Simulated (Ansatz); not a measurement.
# Hf3N2: how settings move the results

The task, for Hf3N2: see how the k-point mesh on the displaced cell moves the results.

Method: DFT PBEsol, scalar-relativistic, plane waves, PAW, in Ansatz 0.2.0.

1 further run of the same task is left out (set aside as unsound or not needed). Runs told in other sessions of the task aren't counted.

## Step 1: The structure to begin with

It takes space group R-3m (No. 166, trigonal). The conventional cell has a = 3.199 Å, b = 3.199 Å, c = 23.265 Å, α = 90.00°, β = 90.00°, γ = 120.00°. Hf (site symmetry 3m) is surrounded by 3 N at 2.29 Å. Hf (site symmetry -3m) is surrounded by 6 N at 2.24 Å. Around N (site symmetry 3m) lie 6 Hf at 2.24 to 2.29 Å.

Structure file:

```
CELL_PARAMETERS angstrom
1.59943 0.92343 7.75484
-1.59943 0.92343 7.75484
0.00000 -1.84686 7.75484
ATOMIC_POSITIONS crystal
Hf 0.77942 0.77942 0.77942
Hf 0.22058 0.22058 0.22058
Hf 0.00000 0.00000 0.00000
N 0.61192 0.61192 0.61192
N 0.38808 0.38808 0.38808
```

Source of the structure: the Materials Project (structure only). It is taken as it stands there.

## Step 2: The base run, which the others are set against

input.yaml reads:

```yaml
crystal:
  lattice:
    - [1.5994260774, 0.9234290764, 7.7548432223]
    - [-1.5994260774, 0.9234290764, 7.7548432223]
    - [0.0, -1.8468581527, 7.7548432223]
  atoms:
    - { symbol: Hf, position: [0.77941866, 0.77941866, 0.77941866] }
    - { symbol: Hf, position: [0.22058134, 0.22058134, 0.22058134] }
    - { symbol: Hf, position: [0.0, 0.0, 0.0] }
    - { symbol: "N", position: [0.61191553, 0.61191553, 0.61191553] }
    - { symbol: "N", position: [0.38808447, 0.38808447, 0.38808447] }
basis:
  ecutwfc: 420
kpoints:
  mp_grid: { grid: [12, 12, 12] }
hamiltonian:
  xc: pbesol
scf:
  occupations: { method: gaussian, width: 0.1 }
output:
  forces: true
  stress: true
  eigenvalues: true
  populations: true
```

It was run beforehand and gave: -9511.7745 eV/atom at zero smearing, pressure -2.17 GPa, largest force 0.234 eV/Å, no gap on the mesh, in 10 SCF cycles and 24 s.

The runs on the displaced cell use a copy made earlier, with the atoms moved and the axes strained (about 1 %) at random, so that forces and shear stress do not vanish.

## Step 3: K-point mesh on the displaced cell set to 1×1×1

input.yaml reads:

```yaml
crystal:
  lattice:
    - [1.5639072278, 1.0424460047, 7.7266702162]
    - [-1.633964656, 1.0440600805, 7.7409272669]
    - [-0.0336308835, -1.6774606579, 7.6850905433]
  atoms:
    - { symbol: Hf, position: [0.7729373827, 0.7830775961, 0.7862210645] }
    - { symbol: Hf, position: [0.1770648506, 0.1913964329, 0.285050533] }
    - { symbol: Hf, position: [-0.0294657946, 0.0269640226, 0.0055879307] }
    - { symbol: "N", position: [0.6158401637, 0.6075447294, 0.6033448033] }
    - { symbol: "N", position: [0.3622322074, 0.4019100046, 0.4116629022] }
basis:
  ecutwfc: 420
kpoints:
  mp_grid: { grid: [1, 1, 1] }
hamiltonian:
  xc: pbesol
scf:
  occupations: { method: gaussian, width: 0.1 }
output:
  forces: true
  stress: true
  eigenvalues: true
```

The run is started by

```sh
$ ansatz run input.yaml --threads 1 --pin off --max-ram 2560MiB --backend cpu --events-out ev --progress --plain --runs-dir out
```

Output, cut to the lines that bear on the results:

```text
Warning: RAYON_NUM_THREADS=1 ignored (pool sized by the plan → 1); use --threads N
[...]
Pseudopotentials: kind: paw
Pseudopotential: Hf, paw, valence charge 26, recommended cutoff 420 eV (normal), Hf.paw.azcp
Pseudopotential: N, paw, valence charge 5, recommended cutoff 420 eV (normal), N.paw.azcp
Functional definition: PBEsol
[...]
Crystal: 5 atoms, lattice volume = 67.124 Å³
Basis set: ecut = 420 eV, 1309 PW (Γ), FFT grids on a1−a3, a2−a3, a3, exchange–correlation on 48×48×108 points (8 copies of the dense FFT grid, shifted against one another)
Bands: 53, of which v1, the nominal top of the filled ones, is band 44 counted from 1 (43 counted from 0)
Symmetry: 1 space group operations
Space group: P1 (ITA 1), of the structure as read, at distance tolerance 4.1e-5 Å
k-points: 1
[...]
SCF iter   1: F=—  HF=-47550.598729 eV  |F-HF|=—  |Δ(HF+E_count)|=         —  Δρ=6.95e-2  dr2=4.60e0  ethr=1.77e-3  ⟨swp⟩=5.0  Hψ=170  notcnv=0
[...]
SCF iter  10: F=-47549.901683 eV  HF=-47549.901683 eV  |F-HF|=2.41e-8  |Δ(HF+E_count)|=   7.04e-8  Δρ=7.73e-6  dr2=4.94e-8  ethr=1.14e-10  ⟨swp⟩=7.0  Hψ=266  notcnv=0
[...]
SCF converged after 10 iterations
Free energy (F): -47549.901683 eV
[...]
E sigma→0 (E₀):  -47549.900434 eV
Entropy (-TS):   -0.002500 eV (-0.500 meV/atom)
Fermi energy:    23.190449 eV
[...]
--- Forces (eV/Å), atoms counted from 1 ---
  atom   1  Hf    -0.30465130     1.43050903    -6.11231982
  atom   2  Hf    -0.73757039    -2.11685992     6.41434995
  atom   3  Hf    -3.46863791    -0.43421323    -1.84308871
  atom   4  N      1.86845962     0.72307559     0.63398888
  atom   5  N      2.64237831     0.39748254     0.90693779
[...]
--- Stress (GPa, compression-positive) ---
       33.479855       1.256035       1.629492
        1.256035      46.815141       6.974937
        1.629496       6.974940      13.117478
  P = ⅓ Tr σ = 31.1375 GPa (311.375 kbar)
--- Band table (eV) ---
[...]
```

It took 0.58 s on 1 thread of Intel Xeon 6975P-C (Granite Rapids), shared host; peak memory 0.34 GiB.

This run gives -9509.9801 eV/atom at zero smearing, pressure 31.14 GPa, largest force 6.795 eV/Å and a gap of 0.39 eV on the mesh.

## Step 4: K-point mesh on the displaced cell: 2×2×2

Changes to input.yaml since step 3:

```diff
@@ -14,3 +14,3 @@
 kpoints:
-  mp_grid: { grid: [1, 1, 1] }
+  mp_grid: { grid: [2, 2, 2] }
 hamiltonian:
```

The run is started by

```sh
$ ansatz run input.yaml --threads 1 --pin off --max-ram 2560MiB --backend cpu --events-out ev --progress --plain --runs-dir out
```

Output, cut to the lines that bear on the results:

```text
Warning: RAYON_NUM_THREADS=1 ignored (pool sized by the plan → 1); use --threads N
[...]
[... 4 set-up lines as earlier in the session ...]
[...]
Crystal: 5 atoms, lattice volume = 67.124 Å³
Basis set: ecut = 420 eV, 1309 PW (Γ), FFT grids on a1−a3, a2−a3, a3, exchange–correlation on 48×48×108 points (8 copies of the dense FFT grid, shifted against one another)
Bands: 53, of which v1, the nominal top of the filled ones, is band 44 counted from 1 (43 counted from 0)
[... 2 set-up lines as earlier in the session ...]
k-points: 8
[...]
SCF iter   1: F=—  HF=-47558.608100 eV  |F-HF|=—  |Δ(HF+E_count)|=         —  Δρ=1.71e-2  dr2=6.16e-1  ethr=1.77e-3  ⟨swp⟩=5.4  Hψ=1280  notcnv=0  defer=4
[...]
SCF iter   9: F=-47558.480265 eV  HF=-47558.480265 eV  |F-HF|=5.54e-8  |Δ(HF+E_count)|=   8.34e-8  Δρ=6.68e-6  dr2=2.72e-8  ethr=1.14e-10  ⟨swp⟩=11.9  Hψ=2340  notcnv=0
[...]
SCF converged after 9 iterations
Free energy (F): -47558.480265 eV
[...]
E sigma→0 (E₀):  -47558.475339 eV
Entropy (-TS):   -0.009853 eV (-1.971 meV/atom)
Fermi energy:    22.422593 eV
[...]
--- Forces (eV/Å), atoms counted from 1 ---
  atom   1  Hf    -0.14492678    -0.49134998    -1.17264591
  atom   2  Hf     0.18867872     1.12376784     1.52349771
  atom   3  Hf     0.55938587     0.02500563    -0.43571951
  atom   4  N     -0.79863449    -0.99394337     0.52147343
  atom   5  N      0.19549399     0.33650299    -0.43655224
[...]
--- Stress (GPa, compression-positive) ---
       -2.340120       0.148464       1.313193
        0.148464       4.549759      -5.173449
        1.313193      -5.173449      14.798499
  P = ⅓ Tr σ = 5.6694 GPa (56.694 kbar)
--- Band table (eV; the first three rows and the last of 8) ---
[...]
```

Run time: 1.1 s. Hardware: 1 thread of Intel Xeon 6975P-C (Granite Rapids), shared host; peak memory 0.38 GiB.

This run gives -9511.6951 eV/atom at zero smearing, pressure 5.67 GPa, largest force 1.902 eV/Å and no gap on the mesh.

## Step 5: K-point mesh on the displaced cell: 4×4×4

Changes to input.yaml since step 4:

```diff
@@ -14,3 +14,3 @@
 kpoints:
-  mp_grid: { grid: [2, 2, 2] }
+  mp_grid: { grid: [4, 4, 4] }
 hamiltonian:
```

The run is started by

```sh
$ ansatz run input.yaml --threads 1 --pin off --max-ram 2560MiB --backend cpu --events-out ev --progress --plain --runs-dir out
```

Output, cut to the lines that bear on the results:

```text
Warning: RAYON_NUM_THREADS=1 ignored (pool sized by the plan → 1); use --threads N
[...]
[... 4 set-up lines as earlier in the session ...]
[...]
Crystal: 5 atoms, lattice volume = 67.124 Å³
Basis set: ecut = 420 eV, 1309 PW (Γ), FFT grids on a1−a3, a2−a3, a3, exchange–correlation on 48×48×108 points (8 copies of the dense FFT grid, shifted against one another)
Bands: 53, of which v1, the nominal top of the filled ones, is band 44 counted from 1 (43 counted from 0)
[... 2 set-up lines as earlier in the session ...]
k-points: 36 of 64 (time reversal used)
[...]
SCF iter   1: F=—  HF=-47558.674687 eV  |F-HF|=—  |Δ(HF+E_count)|=         —  Δρ=1.31e-2  dr2=5.53e-1  ethr=1.77e-3  ⟨swp⟩=4.8  Hψ=5616  notcnv=0  defer=9
[...]
SCF iter  10: F=-47558.605643 eV  HF=-47558.605644 eV  |F-HF|=5.92e-8  |Δ(HF+E_count)|=   2.54e-7  Δρ=8.89e-6  dr2=4.81e-8  ethr=1.14e-10  ⟨swp⟩=9.5  Hψ=10415  notcnv=0
[...]
SCF converged after 10 iterations
Free energy (F): -47558.605643 eV
[...]
E sigma→0 (E₀):  -47558.602307 eV
Entropy (-TS):   -0.006673 eV (-1.335 meV/atom)
Fermi energy:    22.326547 eV
[...]
--- Forces (eV/Å), atoms counted from 1 ---
  atom   1  Hf    -0.17714013    -0.55722962    -0.79906741
  atom   2  Hf     0.16747789     1.05948831     1.08900480
  atom   3  Hf     0.62613156    -0.10264531    -0.10155098
  atom   4  N     -0.79235309    -0.74003419     0.51998660
  atom   5  N      0.17586868     0.34039370    -0.70833919
[...]
--- Stress (GPa, compression-positive) ---
       -0.023674       0.019807       1.396539
        0.019807       7.539011      -4.531102
        1.396539      -4.531102       1.993989
  P = ⅓ Tr σ = 3.1698 GPa (31.698 kbar)
--- Band table (eV; the first three rows and the last of 36) ---
[...]
```

It took 5.7 s on 1 thread of Intel Xeon 6975P-C (Granite Rapids), shared host; peak memory 0.41 GiB.

Read-out: -9511.7205 eV/atom at zero smearing, pressure 3.17 GPa, largest force 1.529 eV/Å and no gap on the mesh.

## Step 6: K-point mesh on the displaced cell set to 6×6×6

Changes to input.yaml since step 5:

```diff
@@ -14,3 +14,3 @@
 kpoints:
-  mp_grid: { grid: [4, 4, 4] }
+  mp_grid: { grid: [6, 6, 6] }
 hamiltonian:
```

The run is started by

```sh
$ ansatz run input.yaml --threads 1 --pin off --max-ram 2560MiB --backend cpu --events-out ev --progress --plain --runs-dir out
```

Output, cut to the lines that bear on the results:

```text
Warning: RAYON_NUM_THREADS=1 ignored (pool sized by the plan → 1); use --threads N
[...]
[... 4 set-up lines as earlier in the session ...]
[...]
Crystal: 5 atoms, lattice volume = 67.124 Å³
Basis set: ecut = 420 eV, 1309 PW (Γ), FFT grids on a1−a3, a2−a3, a3, exchange–correlation on 48×48×108 points (8 copies of the dense FFT grid, shifted against one another)
Bands: 53, of which v1, the nominal top of the filled ones, is band 44 counted from 1 (43 counted from 0)
[... 2 set-up lines as earlier in the session ...]
k-points: 112 of 216 (time reversal used)
[...]
SCF iter   1: F=—  HF=-47558.626509 eV  |F-HF|=—  |Δ(HF+E_count)|=         —  Δρ=1.21e-2  dr2=4.37e-1  ethr=1.77e-3  ⟨swp⟩=4.6  Hψ=17401  notcnv=0  defer=48
[...]
SCF iter  10: F=-47558.574999 eV  HF=-47558.574999 eV  |F-HF|=6.81e-8  |Δ(HF+E_count)|=   1.45e-7  Δρ=6.57e-6  dr2=2.97e-8  ethr=1.14e-10  ⟨swp⟩=10.7  Hψ=28360  notcnv=0
[...]
SCF converged after 10 iterations
Free energy (F): -47558.574999 eV
[...]
E sigma→0 (E₀):  -47558.572346 eV
Entropy (-TS):   -0.005305 eV (-1.061 meV/atom)
Fermi energy:    22.345966 eV
[...]
--- Forces (eV/Å), atoms counted from 1 ---
  atom   1  Hf    -0.22218152    -0.59633152    -0.69142842
  atom   2  Hf     0.20697947     1.12358141     1.02937243
  atom   3  Hf     0.62345144    -0.09737985    -0.12013758
  atom   4  N     -0.82057739    -0.78602258     0.57661262
  atom   5  N      0.21231728     0.35613456    -0.79442992
[...]
--- Stress (GPa, compression-positive) ---
        0.113674      -0.104028       1.281622
       -0.104028       6.771613      -4.569103
        1.281622      -4.569103       2.037061
  P = ⅓ Tr σ = 2.9741 GPa (29.741 kbar)
--- Band table (eV; the first three rows and the last of 112) ---
[...]
```

Wall time 17 s (1 thread of Intel Xeon 6975P-C (Granite Rapids), shared host); peak memory 0.58 GiB.

Read-out: -9511.7145 eV/atom at zero smearing, pressure 2.97 GPa, largest force 1.538 eV/Å and no gap on the mesh.

## Step 7: K-point mesh on the displaced cell: 8×8×8

Changes to input.yaml since step 6:

```diff
@@ -14,3 +14,3 @@
 kpoints:
-  mp_grid: { grid: [6, 6, 6] }
+  mp_grid: { grid: [8, 8, 8] }
 hamiltonian:
```

The run is started by

```sh
$ ansatz run input.yaml --threads 1 --pin off --max-ram 2560MiB --backend cpu --events-out ev --progress --plain --runs-dir out
```

Output, cut to the lines that bear on the results:

```text
Warning: RAYON_NUM_THREADS=1 ignored (pool sized by the plan → 1); use --threads N
[...]
[... 4 set-up lines as earlier in the session ...]
[...]
Crystal: 5 atoms, lattice volume = 67.124 Å³
Basis set: ecut = 420 eV, 1309 PW (Γ), FFT grids on a1−a3, a2−a3, a3, exchange–correlation on 48×48×108 points (8 copies of the dense FFT grid, shifted against one another)
Bands: 53, of which v1, the nominal top of the filled ones, is band 44 counted from 1 (43 counted from 0)
[... 2 set-up lines as earlier in the session ...]
k-points: 260 of 512 (time reversal used)
[...]
SCF iter   1: F=—  HF=-47558.612670 eV  |F-HF|=—  |Δ(HF+E_count)|=         —  Δρ=1.22e-2  dr2=4.99e-1  ethr=1.77e-3  ⟨swp⟩=4.7  Hψ=40525  notcnv=0  defer=103
[...]
SCF iter  10: F=-47558.555091 eV  HF=-47558.555091 eV  |F-HF|=3.03e-8  |Δ(HF+E_count)|=   2.20e-7  Δρ=7.73e-6  dr2=3.30e-8  ethr=1.14e-10  ⟨swp⟩=10.9  Hψ=68689  notcnv=0
[...]
SCF converged after 10 iterations
Free energy (F): -47558.555091 eV
[...]
E sigma→0 (E₀):  -47558.550689 eV
Entropy (-TS):   -0.008804 eV (-1.761 meV/atom)
Fermi energy:    22.371995 eV
[...]
--- Forces (eV/Å), atoms counted from 1 ---
  atom   1  Hf    -0.19244948    -0.55697839    -0.66596954
  atom   2  Hf     0.17682639     1.08353838     0.99589427
  atom   3  Hf     0.60316978    -0.09436756    -0.12706477
  atom   4  N     -0.79824695    -0.79808999     0.63249857
  atom   5  N      0.21068453     0.36587397    -0.83536346
[...]
--- Stress (GPa, compression-positive) ---
        0.127560      -0.179568       1.196712
       -0.179568       7.187230      -4.880093
        1.196712      -4.880093       2.172840
  P = ⅓ Tr σ = 3.1625 GPa (31.625 kbar)
--- Band table (eV; the first three rows and the last of 260) ---
[...]
```

It took 40 s on 1 thread of Intel Xeon 6975P-C (Granite Rapids), shared host; peak memory 0.88 GiB.

Read-out: -9511.7101 eV/atom at zero smearing, pressure 3.16 GPa, largest force 1.482 eV/Å and no gap on the mesh.

## Step 8: Summary: the k-point mesh on the displaced cell

Energies are per atom, extrapolated to zero smearing, and count from the run at 10×10×10. Pressure is positive in compression.

```csv
mesh,ΔE (meV/atom),pressure (GPa),largest change of a force component (eV/Å),gap on the mesh (eV),irreducible points,SCF cycles,CPU time
1×1×1,1731,31.14,5.461,0.390,1,10,0.58 s
2×2×2,16.1,5.67,0.535,none,8,9,1.1 s
4×4×4,-9.31,3.17,0.148,none,36,10,5.7 s
6×6×6,-3.32,2.97,0.055,none,112,10,17 s
8×8×8,1.01,3.16,0.015,none,260,10,40 s
10×10×10,0.00,3.24,0.000,none,504,10,81 s
```

CPU times come from a shared host, so they are rough.

## Step 9: Outcome

| quantity | value |
| --- | --- |
| k-point mesh on the displaced cell: within 10 and 1 meV/atom of 10×10×10 from | 4×4×4 for 10; none of the others for 1 |

The last step in the k-point mesh on the displaced cell still changes the energy by 1.01 meV/atom: the series is not settled to 1 meV/atom. The gaps on the coarsest meshes are artefacts of sampling: the crystal is a metal on the dense ones. The error changes sign along the series, since a k mesh isn't variational, and a metal needs dense meshes to resolve its Fermi surface. Forces come within 0.01 eV/Å only at the reference itself. These runs have no spin-orbit coupling; with Hf it would split and shift bands.
